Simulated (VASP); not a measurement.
# Se (P3_121) in VASP: a series of runs, part 2 of 2

VASP 6.6.1. The steps go on from the part before.

### Step 4. Dielectric tensor, LDA

Input file INCAR:

```
PREC = Accurate
ENCUT = 400
EDIFF = 1E-8
ISMEAR = 0
SIGMA = 0.01
LREAL = False
LASPH = True
NELM = 100
ALGO = Normal
ISIF = 2
LWAVE = False
LCHARG = False
LEPSILON = True
```

Input file KPOINTS:

```
regular mesh
0
Gamma
  5 5 4
```

Input file POSCAR:

```
Se
1.0
    4.3662000000      0.0000000000      0.0000000000
   -2.1831000000      3.7812401180      0.0000000000
    0.0000000000      0.0000000000      4.9536000000
Se
3
Direct
    0.7746000000      0.7746000000      0.0000000000
    0.0000000000      0.2254000000      0.6666666667
    0.2254000000      0.0000000000      0.3333333333
```

Potentials or basis: VASP PAW LDA potentials, release 64 (Se).

Command:

```sh
cat potpaw_LDA.64/Se/POTCAR > POTCAR
mpirun -np 1 vasp_std > vasp.out
```

OUTCAR:

```text
PREC = Accurate
   ENCUT = 400
   EDIFF = 1E-8
   ISMEAR = 0
   LREAL = False
   LASPH = True
   NELM = 100
   ISIF = 2
   LEPSILON = True

 Found     17 irreducible k-points:

 Following reciprocal coordinates:
            Coordinates               Weight
  0.000000  0.000000  0.000000      1.000000
  0.200000 -0.000000  0.000000      6.000000
  0.400000 -0.000000  0.000000      6.000000
  0.200000  0.200000  0.000000      6.000000
  0.400000  0.200000  0.000000      6.000000
  0.000000  0.000000  0.250000      2.000000
   k-points           NKPTS =     17   k-points in BZ     NKDIM =     17   number of bands    NBANDS=     13
   number of dos      NEDOS =    301   number of ions     NIONS =      3
   total plane-waves  NPLWV =  25088
   dimension x,y,z NGX =    28 NGY =   28 NGZ =   32
   dimension x,y,z NGXF=    56 NGYF=   56 NGZF=   64
   ions per type =               3
   NGX,Y,Z   is equivalent  to a cutoff of  10.66, 10.66, 10.74 a.u.
   NGXF,Y,Z  is equivalent  to a cutoff of  21.32, 21.32, 21.48 a.u.
 SYSTEM =  unknown system
   PREC   = accura    normal or accurate (medium, high low for compatibility)
   ISTART =      0    job   : 0-new  1-cont  2-samecut
   ICHARG =      2    charge: 1-file 2-atom 10-const
   ISPIN  =      1    spin polarized calculation?
   LNONCOLLINEAR =      F non collinear calculations
   LSORBIT =      F    spin-orbit coupling
   LASPH  =      T    aspherical Exc in radial PAW
   ENCUT  =  400.0 eV  29.40 Ry    5.42 a.u.   7.12  7.12  8.08*2*pi/ulx,y,z
   NELM   =    100;   NELMIN=  2; NELMDL= -5     # of ELM steps
   EDIFF  = 0.1E-07   stopping-criterion for ELM
   LREAL  =      F    real-space projection
   EDIFFG = 0.1E-06   stopping-criterion for IOM
   NSW    =      0    number of steps for IOM
   IBRION =     -1    ionic relax: 0-MD 1-quasi-New 2-CG
   NFREE  =      0    steps in history (QN), initial steepest desc. (CG)
   ISIF   =      2    stress and relaxation
   ISYM   =      2    0-nonsym 1-usesym 2-fastsym
   POTIM  = 0.5000    time-step for ionic-motion
   TEBEG  =    0.0;   TEEND  =   0.0 temperature during run
   PSTRESS=    0.0 pullay stress
[... 173 lines left out ...]

 Free energy of the ion-electron system (eV)
  ---------------------------------------------------
  ---------------------------------------------------
  free energy    TOTEN  =        -2.21460394 eV

  energy without entropy =       -2.21460394

------------------------ aborting loop because EDIFF is reached ----------------------------------------

--------------------------------------- Ionic step        2  -------------------------------------------

------------------------ aborting loop because EDIFF is reached ----------------------------------------

--------------------------------------- Ionic step        3  -------------------------------------------

 Free energy of the ion-electron system (eV)
  ---------------------------------------------------
  ---------------------------------------------------
  free energy    TOTEN  =        -3.50931503 eV

  energy without entropy =       -3.50931503

------------------------ aborting loop because EDIFF is reached ----------------------------------------

 PIEZOELECTRIC TENSOR FIELD DIRECTION 3  (e Angst)
 -----------------------------------------------------------------------------
     0.00365  0.00000 -0.00000           ( -0.00000  0.00000  0.00000)
    -0.00000  0.00365  0.00000           (  0.00000 -0.00000  0.00000)
    -0.00000 -0.00000 -0.00376           (  0.00000  0.00000 -0.00000)

 PIEZOELECTRIC TENSOR FIELD DIRECTION 3  (C/m^2)
 -----------------------------------------------------------------------------
     0.00071  0.00000 -0.00000
    -0.00000  0.00071  0.00000
    -0.00000 -0.00000 -0.00074

 MACROSCOPIC STATIC DIELECTRIC TENSOR (including local field effects in DFT)
 ------------------------------------------------------
          10.375651     0.000000    -0.000000
           0.000000    10.375651    -0.000000
           0.000000     0.000000    15.796100
 ------------------------------------------------------

 PIEZOELECTRIC TENSOR (including local field effects)  for field in x, y, z        (e  Angst)
          XX          YY          ZZ          XY          YZ          ZX
  --------------------------------------------------------------------------------
  x    -1.81705     1.81705     0.00000     0.00000     0.20864     0.00000
  y     0.00000    -0.00000     0.00000     1.81705     0.00000    -0.20864
  z     0.00000     0.00000     0.00000    -0.00000    -0.00000     0.00000

 PIEZOELECTRIC TENSOR (including local field effects)  for field in x, y, z        (C/m^2)
          XX          YY          ZZ          XY          YZ          ZX
  --------------------------------------------------------------------------------
  x    -0.35597     0.35597     0.00000     0.00000     0.04087     0.00000
  y     0.00000    -0.00000     0.00000     0.35597     0.00000    -0.04087
  z     0.00000     0.00000     0.00000    -0.00000    -0.00000     0.00000

 BORN EFFECTIVE CHARGES (including local field effects) (in |e|, cummulative output)
 ---------------------------------------------------------------------------------
 ion    1
    1    -0.43004     0.74484     0.34236
    2     0.74484     0.43004    -0.19766
    3     0.72898    -0.42088     0.00000
 ion    2
    1    -0.43004    -0.74484    -0.34236
    2    -0.74484     0.43004    -0.19766
    3    -0.72898    -0.42088     0.00000
 ion    3
    1     0.86007     0.00000     0.00000
    2     0.00000    -0.86007     0.39532
    3     0.00000     0.84175     0.00000
```

stdout:

```text
POSCAR found type information on POSCAR Se
 POSCAR found :  1 types and       3 ions
 scaLAPACK will be used
 LDA part: xc-table for (Slater(with rela. corr.)+CA(PZ))
 , standard interpolation
 POSCAR, INCAR and KPOINTS ok, starting setup
 FFT: planning ... GRIDC
 FFT: planning ... GRID_SOFT
 FFT: planning ... GRID
 WAVECAR not read
 entering main loop
 Linear response reoptimize wavefunctions to high precision
 Linear response G [H, r] |phi>, progress :
  Direction:   1
 Linear response G [H, r] |phi>, progress :
  Direction:   2
 Linear response G [H, r] |phi>, progress :
  Direction:   3
 Linear response to external field (no local field effect), progress :
  Direction:   1
 dielectric tensor                  component  1 :    12.348    -0.138     2.270
 Linear response to external field (no local field effect), progress :
  Direction:   2
 dielectric tensor                  component  2 :    -0.136    11.468    -0.915
 Linear response to external field (no local field effect), progress :
  Direction:   3
 dielectric tensor                  component  3 :     2.275    -0.905    17.067
 Linear response to external field, progress :
  Direction:   1
 dielectric tensor                  component  1 :    10.376     0.381     2.474
 Linear response to external field, progress :
  Direction:   2
 dielectric tensor                  component  2 :     0.000    10.376    -0.004
 Linear response to external field, progress :
  Direction:   3
 dielectric tensor                  component  3 :     2.587    -0.363    15.796
 Born effective charges drift removed
```

It took 80 s on 1 thread of AMD EPYC 9R45 (Zen 5), shared host; peak memory 0.17 GiB.

These settings aren't checked as converged: the numbers below hold their error.

What came out:

| Property | Result |
| --- | --- |
| Band gap on the k mesh | 1.11 eV, indirect (least direct gap 1.26 eV) |
| Electronic dielectric tensor (diagonal) | 10.38, 10.38, 15.80 |
| Born charges (mean of the diagonal) | Se +0.00 e |

Caveat: an odd mesh through Γ misses points on the zone boundary, where band edges often lie.

### Step 5. Dielectric tensor, LDA

INCAR, as its differences from that of step 4:

```diff
@@ -1,3 +1,3 @@
 PREC = Accurate
-ENCUT = 400
+ENCUT = 460
 EDIFF = 1E-8
```

KPOINTS is that of step 4.

POSCAR is that of step 4.

Potentials or basis: VASP PAW LDA potentials, release 64 (Se).

Command:

```sh
cat potpaw_LDA.64/Se/POTCAR > POTCAR
mpirun -np 1 vasp_std > vasp.out
```

OUTCAR:

```text
PREC = Accurate
   ENCUT = 460
   EDIFF = 1E-8
   ISMEAR = 0
   LREAL = False
   LASPH = True
   NELM = 100
   ISIF = 2
   LEPSILON = True

 Found     17 irreducible k-points:

 Following reciprocal coordinates:
            Coordinates               Weight
  0.000000  0.000000  0.000000      1.000000
  0.200000 -0.000000  0.000000      6.000000
  0.400000 -0.000000  0.000000      6.000000
  0.200000  0.200000  0.000000      6.000000
  0.400000  0.200000  0.000000      6.000000
  0.000000  0.000000  0.250000      2.000000
   k-points           NKPTS =     17   k-points in BZ     NKDIM =     17   number of bands    NBANDS=     13
   number of dos      NEDOS =    301   number of ions     NIONS =      3
   total plane-waves  NPLWV =  36864
   dimension x,y,z NGX =    32 NGY =   32 NGZ =   36
   dimension x,y,z NGXF=    64 NGYF=   64 NGZF=   72
   ions per type =               3
   NGX,Y,Z   is equivalent  to a cutoff of  12.18, 12.18, 12.08 a.u.
   NGXF,Y,Z  is equivalent  to a cutoff of  24.37, 24.37, 24.16 a.u.
 SYSTEM =  unknown system
   PREC   = accura    normal or accurate (medium, high low for compatibility)
   ISTART =      0    job   : 0-new  1-cont  2-samecut
   ICHARG =      2    charge: 1-file 2-atom 10-const
   ISPIN  =      1    spin polarized calculation?
   LNONCOLLINEAR =      F non collinear calculations
   LSORBIT =      F    spin-orbit coupling
[... 212 lines left out ...]

------------------------ aborting loop because EDIFF is reached ----------------------------------------

 PIEZOELECTRIC TENSOR FIELD DIRECTION 3  (e Angst)
 -----------------------------------------------------------------------------
     0.00367  0.00000  0.00000           ( -0.00000  0.00000  0.00000)
    -0.00000  0.00367  0.00000           (  0.00000 -0.00000  0.00000)
     0.00000  0.00000 -0.00382           (  0.00000  0.00000 -0.00000)

 PIEZOELECTRIC TENSOR FIELD DIRECTION 3  (C/m^2)
 -----------------------------------------------------------------------------
     0.00072  0.00000  0.00000
    -0.00000  0.00072  0.00000
     0.00000  0.00000 -0.00075

 MACROSCOPIC STATIC DIELECTRIC TENSOR (including local field effects in DFT)
 ------------------------------------------------------
          10.375323     0.000000     0.000000
          -0.000000    10.375323    -0.000000
          -0.000000     0.000000    15.795708
 ------------------------------------------------------

 PIEZOELECTRIC TENSOR (including local field effects)  for field in x, y, z        (e  Angst)
          XX          YY          ZZ          XY          YZ          ZX
  --------------------------------------------------------------------------------
  x    -1.81688     1.81688    -0.00000     0.00000     0.20863     0.00000
  y     0.00000     0.00000     0.00000     1.81688    -0.00000    -0.20863
  z     0.00000     0.00000     0.00000    -0.00000     0.00000     0.00000

 PIEZOELECTRIC TENSOR (including local field effects)  for field in x, y, z        (C/m^2)
          XX          YY          ZZ          XY          YZ          ZX
  --------------------------------------------------------------------------------
  x    -0.35594     0.35594    -0.00000     0.00000     0.04087     0.00000
  y     0.00000     0.00000     0.00000     0.35594    -0.00000    -0.04087
  z     0.00000     0.00000     0.00000    -0.00000     0.00000     0.00000

 BORN EFFECTIVE CHARGES (including local field effects) (in |e|, cummulative output)
 ---------------------------------------------------------------------------------
 ion    1
    1    -0.43005     0.74486     0.34230
    2     0.74486     0.43005    -0.19763
    3     0.72898    -0.42088    -0.00000
 ion    2
    1    -0.43005    -0.74486    -0.34230
    2    -0.74486     0.43005    -0.19763
    3    -0.72898    -0.42088    -0.00000
 ion    3
    1     0.86009     0.00000     0.00000
    2     0.00000    -0.86009     0.39525
    3    -0.00000     0.84176    -0.00000
```

OSZICAR:

```text
[... 13 lines left out ...]
RMM:   3    -0.343996658712E+01    0.18689E+00   -0.16195E-01   793   0.226E+00    0.148E+00
RMM:   4    -0.348914156935E+01   -0.49175E-01   -0.10877E-01   789   0.190E+00    0.236E-01
RMM:   5    -0.351112823719E+01   -0.21987E-01   -0.30257E-03   806   0.383E-01    0.382E-02
RMM:   6    -0.351203333318E+01   -0.90510E-03   -0.53066E-05   821   0.492E-02    0.247E-02
RMM:   7    -0.351287310048E+01   -0.83977E-03   -0.78943E-06   824   0.202E-02    0.336E-03
RMM:   8    -0.351313611370E+01   -0.26301E-03   -0.42934E-06   803   0.524E-03    0.113E-03
RMM:   9    -0.351312831412E+01    0.77996E-05   -0.16696E-06   857   0.171E-03    0.141E-04
RMM:  10    -0.351312194888E+01    0.63652E-05   -0.13339E-05   763   0.568E-04    0.858E-05
RMM:  11    -0.351312420046E+01   -0.22516E-05   -0.40841E-06   589   0.417E-04    0.906E-06
```

Run time: 2 min. Hardware: 1 thread of AMD EPYC 9R45 (Zen 5), shared host; peak memory 0.2 GiB.

These settings aren't checked as converged: the numbers below hold their error.

What came out:

- Band gap on the k mesh: 1.11 eV, indirect (least direct gap 1.26 eV)
- Electronic dielectric tensor (diagonal): 10.38, 10.38, 15.80
- Born charges (mean of the diagonal): Se +0.00 e

Caveat: an odd mesh through Γ misses points on the zone boundary, where band edges often lie.
